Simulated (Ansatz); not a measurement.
# Zn under changes of volume

One of the cells (15.330 Å³/atom); the others are scaled copies at fixed shape and fractional positions:

```
Zn
1.0
     2.67000    0.00000    0.00000
    -1.33500    2.31229    0.00000
     0.00000    0.00000    4.96600
Zn
2
Direct
  0.66667 0.33333 0.75000
  0.33333 0.66667 0.25000
```

| Quantity | Value |
| --- | --- |
| Program | Ansatz 0.2.0 |
| Functional | PBEsol |
| Potentials or basis | Ansatz PAW |
| Cutoff | 420 eV (not typed: the program's choice for these potentials) |
| k mesh | 11 × 11 × 6 |
| Occupations | fermi-dirac, width 0.05 eV |
| Spin | no spin polarisation |

| volume (Å³/atom) | energy over the lowest point (meV/atom) | pressure (GPa) |
| --- | --- | --- |
| 14.410 | 0.00 | -1.1 |
| 14.716 | 3.78 | -2.8 |
| 15.023 | 10.65 | -4.3 |
| 15.330 | ? | ? |
| 15.636 | 32.12 | -6.8 |
| 15.943 | 46.07 | -7.8 |
| 16.249 | 61.80 | -8.6 |

Problem. What does the run at 15.330 Å³/atom give?

Solution. Energy over the lowest point 20.22 meV/atom; pressure -5.6 GPa.

Worked out: A Birch-Murnaghan fit of order 3 (a polynomial in V^(-2/3)) to the other rows has its minimum at 14.23 Å³/atom, just outside them, with B0 = V·E''(V) = 92 GPa and B' = 5.2 at fixed shape and positions, which overstates the stiffness. It gives 20.22 meV/atom at 15.330 Å³/atom, against the run's 20.22, and -dE/dV = -5.6 GPa, against -5.6.

Energies are extrapolated to zero smearing.

Caveats: the PAW data sets come from PBE, with cores solved anew for the run's functional, which leaves a small shift of forces and pressure.
